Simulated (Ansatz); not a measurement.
# Polarity and tunnelling in Hf/GaN/Mg, part 6 of 6

Both polarities of the barrier in Hf/GaN/Mg, relaxed and compared. The lower electrode is Hf hcp(0001), the upper one Mg hcp(0001); the barrier is GaN zinc blende(111) (whole bilayers). In the first transport cell, after relaxation, the nearest pair of electrode and barrier is Hf–N at 2.10 Å, along the normal, at the lower face and Mg–Ga at 3.05 Å, at a slant, at the upper one. All share a net of side 3.209 Å, which strains the lower electrode by +0.3 %, the upper one by +0.6 % and the barrier by -0.3 %, against typed lattice constants near PBE's. The first steps treat the bulk electrodes alone.

Ansatz 0.2.0; PBE DFT, plane waves, PAW files (the session's first sound run).

So far, transmission at the Fermi level (a spin, zone mean): step 5 (T(E) of the junction, polarity N face on the lower electrode, gap between the …) 0.00186; step 6 (conductance, polarity N face on the lower electrode, gap between the electrodes …) 0.00204; step 8 (T(E) of the junction, polarity Ga face on the lower electrode, gap between the …) 0.0153.

### 9. Conductance, polarity Ga face on the lower electrode, gap between the electrodes 12.96 Å (continued)

Level of this step: PBE DFT, plane waves, PAW files; ballistic transmission by layer matching between semi-infinite leads (Ansatz).

Transmission over k1 and k2. At 0.0025 eV from the Fermi level; zeros and values more than six decades under the largest are shown at that floor.

log10 of the mean of each cell; the least values stand at a floor. Values, 12 rows by 16 columns:
```
-6.5 -6.5 -6.5 -5.6 -5.0 -5.5 -6.5 -6.5 -6.5 -6.5 -4.5 -4.3 -3.7 -4.0 -4.4 -4.8
-6.5 -6.5 -6.5 -6.5 -6.5 -6.5 -6.5 -6.5 -6.5 -6.5 -5.0 -5.2 -3.7 -2.7 -3.7 -4.8
-4.1 -6.0 -6.5 -6.5 -6.5 -6.5 -6.5 -6.5 -6.5 -6.5 -6.5 -4.0 -3.6 -3.4 -3.6 -3.5
-4.2 -6.0 -6.5 -6.5 -3.2 -2.1 -1.9 -1.9 -2.3 -3.7 -6.5 -5.9 -4.3 -4.3 -4.4 -4.2
-6.5 -6.5 -6.5 -6.5 -2.7 -1.5 -0.7 -0.6 -0.8 -1.4 -2.7 -6.5 -6.5 -6.5 -6.5 -6.5
-6.5 -6.5 -6.5 -6.5 -3.0 -1.5 -0.6 -0.6 -0.6 -0.6 -1.4 -2.7 -6.5 -6.5 -6.5 -6.5
-6.5 -6.5 -6.5 -6.5 -6.5 -2.5 -1.2 -0.6 -0.6 -0.5 -0.8 -2.0 -6.5 -6.5 -6.5 -6.5
-6.5 -4.2 -5.1 -6.5 -6.5 -6.5 -2.8 -1.5 -1.0 -0.8 -1.2 -2.1 -6.5 -6.5 -6.5 -6.5
-3.8 -4.3 -6.5 -3.8 -4.3 -5.8 -6.5 -6.5 -2.8 -2.4 -2.5 -3.2 -6.5 -6.5 -6.5 -4.9
-3.8 -3.9 -2.8 -3.0 -3.8 -4.6 -6.5 -6.5 -6.5 -6.5 -6.5 -6.5 -6.5 -6.5 -6.5 -5.6
-6.5 -4.3 -3.7 -3.3 -4.8 -4.3 -6.5 -6.5 -6.5 -6.5 -6.5 -6.5 -6.5 -6.5 -6.5 -6.5
-6.5 -4.9 -5.4 -3.7 -3.8 -4.4 -6.5 -6.5 -6.5 -6.5 -6.5 -4.2 -4.2 -4.6 -6.5 -6.5
```
Columns: k1 (b1) from -0.5 to 0.467; rows upwards: k2 (b2) from -0.5 to 0.467.

G = 1.5e13 S/m² (1/G = 0.0678 Ω µm²), 8.5 times the step before of this kind. The largest error estimate is 59 %, from the leads' potential steps. In the worse lead the potential repeats within 88 meV, which the program flags as too much for a lead, so G carries that doubt.

### 10. Electroresistance

This step: Tunnel electroresistance (G_up - G_down) / G_down from the conductances of both polarities, PBE DFT, plane waves, PAW files (Ansatz 0.2.0).

No new run: the two polarities are divided.

Numbers from this step:

```yaml
conductance_first_polarity_s_m2: 1.73e12
conductance_second_polarity_s_m2: 1.48e13
electroresistance: -88 %
```

The two conductances carry error estimates of up to 38 % and 59 %, which the ratio inherits.

### 11. A repeat with changed settings

This step: PBE DFT, plane waves, PAW files; ballistic transmission by layer matching between semi-infinite leads; changed: hamiltonian.xc = "gga" (Ansatz 0.2.0).

System of this step: Hf/GaN/Mg. The cell holds 30 atoms: 11 Hf, 4 N, 4 Ga and 11 Mg. Its edges and angles: a = 3.209 Å, b = 3.209 Å, c = 78.362 Å, α = 90.0°, β = 90.0°, γ = 120.0°. Regions: left electrode, 11 atoms (11 Hf); barrier, 8 atoms (4 N and 4 Ga); right electrode, 11 atoms (11 Mg). Vacuum lies along c.

The setting was drawn as a possible misstep, on purpose. Where the input is shown as a difference, that is against the step before, not the twin.

File input.yaml:

```yaml
crystal:
  lattice:
    - [3.209, 0.0, 0.0]
    - [-1.6045, 2.7790755207, 0.0]
    - [0.0, 0.0, 78.3623434658]
  atoms:
    - { symbol: Hf, position: [0.33333333, 0.66666667, 0.08932862] }
    - { symbol: Hf, position: [0.0, 0.0, 0.1216700687] }
    - { symbol: Hf, position: [0.33333333, 0.66666667, 0.1540115173] }
    - { symbol: Hf, position: [0.0, 0.0, 0.186352966] }
    - { symbol: Hf, position: [0.33333333, 0.66666667, 0.2186944147] }
    - { symbol: Hf, position: [0.0, 0.0, 0.2510358634] }
    - { symbol: Hf, position: [0.33333333, 0.66666667, 0.283377312] }
    - { symbol: Hf, position: [0.0, 0.0, 0.3157187607] }
    - { symbol: Hf, position: [0.33333333, 0.66666667, 0.3480602094] }
    - { symbol: Hf, position: [0.0, 0.0, 0.3804016581] }
    - { symbol: Hf, position: [0.33333333, 0.66666667, 0.4133792676] }
    - { symbol: "N", position: [0.33333333, 0.66666667, 0.4402060278] }
    - { symbol: Ga, position: [0.66666667, 0.33333333, 0.448775327] }
    - { symbol: "N", position: [0.66666667, 0.33333333, 0.4737175399] }
    - { symbol: Ga, position: [0.0, 0.0, 0.4823723982] }
    - { symbol: "N", position: [0.0, 0.0, 0.5072694143] }
    - { symbol: Ga, position: [0.33333333, 0.66666667, 0.5159599057] }
    - { symbol: "N", position: [0.33333333, 0.66666667, 0.5408683054] }
    - { symbol: Ga, position: [0.66666667, 0.33333333, 0.5502967164] }
    - { symbol: Mg, position: [0.0, 0.0, 0.5812688932] }
    - { symbol: Mg, position: [0.33333333, 0.66666667, 0.6143356802] }
    - { symbol: Mg, position: [0.0, 0.0, 0.6472618691] }
    - { symbol: Mg, position: [0.33333333, 0.66666667, 0.680188058] }
    - { symbol: Mg, position: [0.0, 0.0, 0.7131142468] }
    - { symbol: Mg, position: [0.33333333, 0.66666667, 0.7460404357] }
    - { symbol: Mg, position: [0.0, 0.0, 0.7789666246] }
    - { symbol: Mg, position: [0.33333333, 0.66666667, 0.8118928134] }
    - { symbol: Mg, position: [0.0, 0.0, 0.8448190023] }
    - { symbol: Mg, position: [0.33333333, 0.66666667, 0.8777451912] }
    - { symbol: Mg, position: [0.0, 0.0, 0.91067138] }
kpoints:
  mp_grid: { grid: [12, 12, 1] }
scf:
  occupations: { method: fermi_dirac, width: 0.1 }
  max_iter: 150
hamiltonian:
  xc: gga
output:
  transmission:
    kmesh: [12, 12]
    e_range: [-3, 3]
    de: 0.1
    leads: [[4, 6], [24, 26]]
  dos: { projected: true, e_range: [-6, 5], de: 0.05 }
  write_potential: true
  write_density: true
  volumetric_format: npy
```

Command:

```sh
> ansatz run input.yaml --threads 4 --pin off --max-ram 10240MiB --backend cpu --events-out ev --progress --plain --runs-dir out
```

Numbers of over 12 decimals in the logs are rounded to 6 here.

The log of the run:

```text
Error: YAML parse error: error: line 43 column 7: hamiltonian.xc: unknown variant `gga`, expected one of `lda`, `lda-pw`, `pw92`, `pbe`, `pbesol`, `rpbe`, `revpbe`, `blyp`, `pbe0`, `revpbe0`, `b3lyp`, `b3lyp5`, `hse06`, `wpbeh`, `hiss`, `lc_wpbe`, `cam_b3lyp`, `hf`, `r2scan`, `r2scanh`, `r2scan0`, `r2scan50`, `mr2scan`
  --> <input>:43:7
   |
41 |   max_iter: 150
42 | hamiltonian:
43 |   xc: gga
   |       ^ hamiltonian.xc: unknown variant `gga`, expected one of `lda`, `lda-pw`, `pw92`, `pbe`, `pbesol`, `rpbe`, `revpbe`, `blyp`, `pbe0`, `revpbe0`, `b3lyp`, `b3lyp5`, `hse06`, `wpbeh`, `hiss`, `lc_wpbe`, `cam_b3lyp`, `hf`, `r2scan`, `r2scanh`, `r2scan0`, `r2scan50`, `mr2scan`
44 | output:
45 |   transmission:
   |
```

It took 0.02 s on 4 threads of Arm Neoverse V1, shared host; peak memory 0.022 GiB.

The program refused the input before any cycle.

The program's message: “Error: YAML parse error: error: line 43 column 7: hamiltonian.xc: unknown variant `gga`, expected one of `lda`, `lda-pw`, `pw92`, `pbe`, `pbesol`, `rpbe`, `revpbe`, `blyp`, `pbe0`, `revpbe0`, `b3lyp`, …”

The change that led to it: hamiltonian.xc = "gga".

### 12. Summary of results

```yaml
conductance_n_face_on_the_lower_electrode: 1.7e12 S/m²
conductance_ga_face_on_the_lower_electrode: 1.5e13 S/m²
```

The two polarities differ in conductance by a factor of 8.5, the better conductor being «Ga face on the lower electrode», by more than the error estimates. The ratio includes whatever the relaxation rebuilt at the faces. The polarity here is that of growth: the two cells are two junctions, and whether a field could switch one into the other isn't tested. The distance between the electrodes differs too: it is 13.16 against 12.96 Å. The program's largest error estimate on these conductances is 59 %, from the leads' potential steps, in the run that gave 1.5e13 S/m². In 2 of these 2 runs a lead's potential steps by more than 25 meV, which the program flags as too much. No spin-orbit coupling, phonons, disorder or image charges enter; the interfaces are ordered, one cell wide and lattice-matched by strain. Semilocal gaps are too small, which can bring a band edge of the barrier nearer to the Fermi level than it is.

[Logs are printed without paths, hosts, clocks, repeated set-up lines and the standing remarks that a program may print on its own settings, such as how far it seeks lower states.]

[Hosts, paths, dates, database ids (printed as entryN), source tags and the programs' standing remarks are cut or masked in the printed files.]
